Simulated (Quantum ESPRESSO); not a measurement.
Ti:

```
CELL_PARAMETERS angstrom
-1.64100 1.64100 1.64100
1.64100 -1.64100 1.64100
1.64100 1.64100 -1.64100
ATOMIC_POSITIONS crystal
Ti 0.00000 0.00000 0.00000
```

This isn't the form of Ti at room conditions, which is hcp.

Base run:

| Item | Value |
| --- | --- |
| Program | Quantum ESPRESSO 7.5 |
| Functional | AM05 |
| Potentials or basis | PseudoDojo 0.4.1 SR PBE standard |
| Cutoff | 1143 eV |
| Density cutoff | 4572 eV |
| k mesh | 11 × 11 × 11 |
| Occupations | fermi-dirac, width 0.05 eV |
| Spin | no spin polarisation |

Its results: band gap on the k mesh none (metal or under the smearing width); pressure -6.2 GPa.

The run is repeated on the same cell with these changes: functional from AM05 to rev-vdW-DF2. What comes out?

Band gap on the k mesh none (metal or under the smearing width); pressure -5.1 GPa.

Caveats: the potentials were made for another functional, which shifts forces and pressure.
